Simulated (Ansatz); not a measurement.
Born–Oppenheimer molecular dynamics of a periodic cell of 16 atoms, C (start crystal C, start structure diamond, volume 1.05 times the crystal's). It goes on from the last frame of an earlier run, with new velocities.

Method: DFT PBE-D3(BJ), scalar-relativistic, plane waves, PAW (Ansatz 0.2.0). Settings: cutoff 420 eV, k mesh 3x3x3, fermi-dirac smearing 0.3 eV, no spin polarisation.

```json
{"ensemble": "NVT, Langevin thermostat", "time step": "0.75 fs", "steps asked": "149", "set temperature": "2800 K", "friction": "0.02 /fs", "temperature schedule": "112 steps to 300 K, then 37 steps to 300 K", "seed": "815855"}
```

Frames 0.75 fs apart, positions in Å, forces in eV/Å.

Velocities at 15.0 fs (Å/ps):

```
C 30.13 -6.75 -26.75
C 24.37 -22.39 -8.47
C 11.33 -3.99 0.35
C -12.23 4.59 1.65
C 12.77 -5.02 -2.90
C 6.08 -2.11 1.22
C 3.00 5.17 -6.32
C -25.02 1.54 20.19
C 0.77 15.97 9.09
C 1.70 -27.32 5.45
C -9.00 11.74 -12.21
C -0.06 24.74 20.55
C -14.01 -17.56 -12.36
C 19.06 -17.59 34.91
C -12.64 -6.51 -4.59
C 14.53 11.02 5.27
```

```xyz
16
Lattice="0.0000 3.6285 3.6285 3.6285 0.0000 3.6285 3.6285 3.6285 0.0000" Properties=species:S:1:pos:R:3:forces:R:3 time_fs=15.0 energy_less_start_eV=-0.266 T=3057
C 0.018 -0.122 -0.207 0.17 5.23 2.75
C 1.046 0.977 0.803 -2.30 -4.14 -1.01
C 1.905 1.811 -0.086 -1.41 1.01 -1.48
C 2.687 2.740 0.896 1.06 0.56 -5.92
C 1.934 0.025 1.664 0.64 1.72 -1.44
C 2.865 1.032 2.587 -3.13 -4.67 1.24
C 3.619 2.031 1.742 3.60 -4.29 0.22
C 4.659 2.912 2.515 -2.82 -4.19 4.54
C 0.033 1.686 1.762 -1.68 0.96 -4.69
C 0.844 2.646 2.504 0.73 -0.77 4.41
C 1.696 3.521 1.670 2.07 4.60 1.21
C 2.704 4.489 2.592 0.14 -1.31 2.27
C 1.748 1.679 3.487 2.82 3.41 0.68
C 2.715 2.587 4.391 0.58 1.86 0.36
C 3.607 3.563 3.538 0.79 2.09 -0.81
C 4.503 4.575 4.489 -1.27 -2.07 -2.33
16
Lattice="0.0000 3.6285 3.6285 3.6285 0.0000 3.6285 3.6285 3.6285 0.0000" Properties=species:S:1:pos:R:3:forces:R:3 time_fs=15.8 energy_less_start_eV=-0.140 T=3071
C 0.040 -0.125 -0.228 -0.53 5.39 3.59
C 1.063 0.961 0.796 -2.61 -3.76 -0.85
C 1.914 1.809 -0.087 -1.86 1.25 -1.12
C 2.679 2.744 0.896 1.58 0.52 -5.95
C 1.942 0.021 1.663 0.17 1.35 -0.82
C 2.868 1.029 2.589 -2.96 -4.69 0.86
C 3.622 2.034 1.736 3.27 -4.21 0.51
C 4.639 2.912 2.533 -1.95 -3.92 3.60
C 0.034 1.697 1.768 -1.71 -0.09 -5.10
C 0.846 2.625 2.509 1.41 0.25 4.00
C 1.690 3.531 1.661 2.24 4.12 1.70
C 2.706 4.507 2.608 0.20 -1.91 1.71
C 1.737 1.666 3.478 3.55 3.61 1.08
C 2.729 2.574 4.417 0.11 2.28 -0.46
C 3.598 3.560 3.535 0.97 2.14 -0.32
C 4.515 4.584 4.493 -1.88 -2.33 -2.42
16
Lattice="0.0000 3.6285 3.6285 3.6285 0.0000 3.6285 3.6285 3.6285 0.0000" Properties=species:S:1:pos:R:3:forces:R:3 time_fs=16.5 energy_less_start_eV=0.059 T=3007
C 0.062 -0.126 -0.247 -1.16 5.48 4.39
C 1.080 0.945 0.788 -2.88 -3.38 -0.68
C 1.922 1.809 -0.087 -2.30 1.46 -0.74
C 2.672 2.750 0.894 2.03 0.39 -5.81
C 1.948 0.016 1.663 -0.24 1.02 -0.27
C 2.869 1.024 2.592 -2.72 -4.60 0.42
C 3.625 2.034 1.732 2.85 -4.05 0.75
C 4.617 2.911 2.555 -1.00 -3.72 2.56
C 0.034 1.709 1.773 -1.70 -1.10 -5.31
C 0.849 2.606 2.515 1.99 1.19 3.52
C 1.684 3.541 1.651 2.52 3.54 2.19
C 2.708 4.523 2.623 0.30 -2.39 1.11
C 1.727 1.655 3.469 4.15 3.69 1.44
C 2.743 2.560 4.442 -0.34 2.78 -1.23
C 3.591 3.557 3.533 1.03 2.15 0.19
C 4.528 4.591 4.498 -2.52 -2.45 -2.52
16
Lattice="0.0000 3.6285 3.6285 3.6285 0.0000 3.6285 3.6285 3.6285 0.0000" Properties=species:S:1:pos:R:3:forces:R:3 time_fs=17.2 energy_less_start_eV=0.325 T=2928
C 0.084 -0.124 -0.265 -1.74 5.49 5.06
C 1.095 0.927 0.778 -3.17 -2.98 -0.49
C 1.928 1.807 -0.087 -2.67 1.73 -0.34
C 2.669 2.757 0.888 2.37 0.23 -5.48
C 1.952 0.012 1.665 -0.57 0.72 0.23
C 2.867 1.016 2.595 -2.44 -4.42 0.01
C 3.629 2.033 1.727 2.37 -3.88 0.96
C 4.593 2.910 2.579 -0.06 -3.62 1.45
C 0.032 1.719 1.774 -1.60 -2.03 -5.21
C 0.851 2.588 2.522 2.50 1.99 2.97
C 1.677 3.553 1.641 2.90 2.84 2.67
C 2.708 4.538 2.640 0.50 -2.85 0.40
C 1.721 1.646 3.462 4.61 3.70 1.70
C 2.754 2.548 4.468 -0.76 3.31 -2.00
C 3.584 3.554 3.533 0.93 2.19 0.71
C 4.543 4.598 4.504 -3.17 -2.41 -2.64
16
Lattice="0.0000 3.6285 3.6285 3.6285 0.0000 3.6285 3.6285 3.6285 0.0000" Properties=species:S:1:pos:R:3:forces:R:3 time_fs=18.0 energy_less_start_eV=0.659 T=2864
C 0.105 -0.120 -0.279 -2.31 5.41 5.62
C 1.108 0.908 0.769 -3.41 -2.57 -0.36
C 1.932 1.804 -0.087 -3.01 2.14 0.16
C 2.667 2.765 0.880 2.62 0.07 -5.01
C 1.955 0.008 1.667 -0.81 0.43 0.72
C 2.864 1.009 2.597 -2.14 -4.20 -0.39
C 3.634 2.032 1.722 1.84 -3.67 1.20
C 4.569 2.907 2.606 0.85 -3.59 0.28
C 0.028 1.728 1.774 -1.39 -2.83 -4.82
C 0.853 2.571 2.531 2.88 2.67 2.36
C 1.673 3.566 1.634 3.32 2.04 3.04
C 2.708 4.552 2.659 0.77 -3.34 -0.44
C 1.713 1.637 3.458 5.06 3.68 1.84
C 2.764 2.538 4.492 -1.22 3.87 -2.75
C 3.579 3.553 3.533 0.76 2.21 1.26
C 4.558 4.604 4.510 -3.80 -2.32 -2.70
16
Lattice="0.0000 3.6285 3.6285 3.6285 0.0000 3.6285 3.6285 3.6285 0.0000" Properties=species:S:1:pos:R:3:forces:R:3 time_fs=18.8 energy_less_start_eV=0.981 T=2544
C 0.126 -0.114 -0.290 -2.83 5.21 6.10
C 1.118 0.888 0.763 -3.57 -2.06 -0.30
C 1.934 1.801 -0.089 -3.38 2.58 0.77
C 2.665 2.773 0.870 2.86 -0.14 -4.37
C 1.958 0.005 1.668 -1.00 0.14 1.15
C 2.861 0.999 2.601 -1.86 -3.88 -0.77
C 3.640 2.027 1.720 1.22 -3.36 1.29
C 4.545 2.901 2.631 1.76 -3.60 -0.83
C 0.024 1.736 1.772 -1.04 -3.52 -4.18
C 0.855 2.556 2.543 3.13 3.19 1.69
C 1.672 3.580 1.633 3.70 1.23 3.19
C 2.707 4.564 2.680 1.09 -3.79 -1.38
C 1.709 1.631 3.454 5.37 3.55 1.99
C 2.773 2.530 4.514 -1.69 4.39 -3.45
C 3.574 3.551 3.533 0.52 2.25 1.83
C 4.572 4.609 4.517 -4.28 -2.18 -2.73
16
Lattice="0.0000 3.6285 3.6285 3.6285 0.0000 3.6285 3.6285 3.6285 0.0000" Properties=species:S:1:pos:R:3:forces:R:3 time_fs=19.5 energy_less_start_eV=1.271 T=2510
C 0.144 -0.107 -0.297 -3.26 4.91 6.44
C 1.124 0.866 0.755 -3.63 -1.45 -0.22
C 1.935 1.798 -0.090 -3.76 2.96 1.42
C 2.663 2.782 0.859 3.08 -0.41 -3.65
C 1.960 0.002 1.672 -1.16 -0.16 1.44
C 2.858 0.986 2.603 -1.57 -3.48 -1.10
C 3.650 2.020 1.718 0.52 -3.03 1.28
C 4.522 2.891 2.656 2.68 -3.60 -1.84
C 0.021 1.744 1.767 -0.69 -4.12 -3.39
C 0.857 2.542 2.556 3.28 3.62 1.02
C 1.674 3.596 1.637 4.01 0.47 3.25
C 2.708 4.575 2.701 1.47 -4.22 -2.40
C 1.709 1.627 3.451 5.48 3.37 2.20
C 2.779 2.525 4.534 -2.06 4.81 -4.08
C 3.573 3.549 3.534 0.15 2.36 2.43
C 4.582 4.614 4.524 -4.53 -2.02 -2.80
16
Lattice="0.0000 3.6285 3.6285 3.6285 0.0000 3.6285 3.6285 3.6285 0.0000" Properties=species:S:1:pos:R:3:forces:R:3 time_fs=20.2 energy_less_start_eV=1.533 T=2185
C 0.158 -0.101 -0.300 -3.54 4.48 6.56
C 1.126 0.843 0.746 -3.59 -0.78 -0.07
C 1.934 1.798 -0.091 -4.15 3.26 2.06
C 2.664 2.790 0.848 3.20 -0.64 -2.95
C 1.962 0.001 1.675 -1.32 -0.45 1.60
C 2.851 0.973 2.605 -1.18 -3.07 -1.37
C 3.660 2.011 1.715 -0.20 -2.71 1.30
C 4.501 2.878 2.678 3.49 -3.56 -2.72
C 0.019 1.751 1.762 -0.29 -4.60 -2.53
C 0.861 2.529 2.568 3.26 3.95 0.40
C 1.678 3.611 1.639 4.28 -0.27 3.33
C 2.708 4.585 2.722 1.86 -4.61 -3.43
C 1.713 1.621 3.449 5.38 3.26 2.43
C 2.782 2.523 4.552 -2.33 5.11 -4.67
C 3.571 3.549 3.534 -0.24 2.46 3.01
C 4.591 4.618 4.531 -4.64 -1.84 -2.94
16
Lattice="0.0000 3.6285 3.6285 3.6285 0.0000 3.6285 3.6285 3.6285 0.0000" Properties=species:S:1:pos:R:3:forces:R:3 time_fs=21.0 energy_less_start_eV=1.710 T=2135
C 0.170 -0.092 -0.297 -3.70 3.85 6.46
C 1.125 0.821 0.736 -3.47 -0.10 0.21
C 1.932 1.797 -0.093 -4.45 3.52 2.58
C 2.669 2.796 0.835 3.13 -0.73 -2.21
C 1.963 0.001 1.679 -1.47 -0.78 1.65
C 2.843 0.957 2.607 -0.78 -2.59 -1.61
C 3.671 2.002 1.712 -0.80 -2.40 1.38
C 4.485 2.863 2.699 4.03 -3.45 -3.45
C 0.016 1.757 1.758 0.22 -4.88 -1.67
C 0.867 2.520 2.582 3.12 4.19 -0.23
C 1.683 3.626 1.640 4.54 -1.00 3.40
C 2.710 4.594 2.741 2.15 -4.99 -4.35
C 1.721 1.617 3.447 5.10 3.20 2.68
C 2.784 2.523 4.568 -2.56 5.35 -5.17
C 3.569 3.550 3.534 -0.46 2.47 3.44
C 4.597 4.620 4.536 -4.60 -1.67 -3.12
16
Lattice="0.0000 3.6285 3.6285 3.6285 0.0000 3.6285 3.6285 3.6285 0.0000" Properties=species:S:1:pos:R:3:forces:R:3 time_fs=21.8 energy_less_start_eV=1.762 T=1938
C 0.180 -0.082 -0.292 -3.80 3.09 6.20
C 1.121 0.799 0.726 -3.26 0.67 0.52
C 1.928 1.800 -0.092 -4.56 3.51 2.83
C 2.675 2.801 0.823 2.99 -0.73 -1.52
C 1.963 0.001 1.685 -1.58 -1.16 1.60
C 2.835 0.942 2.609 -0.36 -2.15 -1.81
C 3.679 1.991 1.709 -1.27 -2.07 1.48
C 4.472 2.846 2.719 4.38 -3.24 -3.96
C 0.013 1.760 1.753 0.82 -4.95 -0.76
C 0.874 2.512 2.596 2.81 4.36 -0.95
C 1.691 3.641 1.642 4.66 -1.58 3.47
C 2.714 4.603 2.756 2.19 -5.23 -5.00
C 1.732 1.614 3.444 4.70 3.16 2.99
C 2.786 2.524 4.580 -2.76 5.53 -5.51
C 3.567 3.553 3.539 -0.52 2.42 3.64
C 4.599 4.622 4.539 -4.42 -1.64 -3.22
16
Lattice="0.0000 3.6285 3.6285 3.6285 0.0000 3.6285 3.6285 3.6285 0.0000" Properties=species:S:1:pos:R:3:forces:R:3 time_fs=22.5 energy_less_start_eV=1.698 T=1817
C 0.187 -0.072 -0.284 -3.84 2.23 5.81
C 1.116 0.777 0.719 -3.02 1.48 0.85
C 1.920 1.807 -0.089 -4.41 3.19 2.79
C 2.680 2.804 0.812 2.88 -0.73 -0.87
C 1.963 0.001 1.692 -1.75 -1.51 1.45
C 2.826 0.930 2.610 0.11 -1.78 -1.90
C 3.686 1.979 1.707 -1.67 -1.74 1.47
C 4.460 2.829 2.735 4.58 -2.96 -4.23
C 0.011 1.759 1.746 1.41 -4.85 0.18
C 0.882 2.506 2.611 2.41 4.46 -1.66
C 1.703 3.654 1.643 4.58 -1.94 3.53
C 2.720 4.610 2.768 2.00 -5.28 -5.37
C 1.745 1.612 3.442 4.16 3.17 3.28
C 2.787 2.527 4.591 -2.86 5.56 -5.78
C 3.565 3.554 3.546 -0.48 2.43 3.66
C 4.601 4.623 4.539 -4.12 -1.73 -3.20
16
Lattice="0.0000 3.6285 3.6285 3.6285 0.0000 3.6285 3.6285 3.6285 0.0000" Properties=species:S:1:pos:R:3:forces:R:3 time_fs=23.2 energy_less_start_eV=1.548 T=1801
C 0.192 -0.060 -0.277 -3.88 1.30 5.31
C 1.110 0.758 0.713 -2.75 2.22 1.26
C 1.910 1.815 -0.083 -4.02 2.66 2.44
C 2.685 2.808 0.800 2.77 -0.68 -0.17
C 1.965 0.000 1.699 -2.05 -1.76 1.27
C 2.817 0.918 2.608 0.63 -1.38 -1.87
C 3.691 1.966 1.706 -1.95 -1.38 1.41
C 4.453 2.810 2.749 4.55 -2.61 -4.32
C 0.010 1.755 1.740 1.82 -4.63 0.94
C 0.890 2.501 2.622 2.12 4.58 -2.19
C 1.717 3.665 1.646 4.39 -2.15 3.48
C 2.726 4.615 2.779 1.61 -5.17 -5.55
C 1.760 1.612 3.443 3.54 3.21 3.47
C 2.786 2.534 4.601 -2.76 5.33 -5.95
C 3.563 3.554 3.555 -0.28 2.40 3.54
C 4.601 4.624 4.537 -3.77 -1.95 -3.06
```

Of the whole run (112 fs, mean temperature of the second half 1217 K): The schedule's set-point averaged 509 K over the second half and the system 1217 K, so it lags behind the ramp. A run of 0.11 ps of so small a system gives no equilibrium averages.

The run took 13 min on 1 thread of Arm Neoverse V1, on a shared host, peak memory 0.39 GiB.
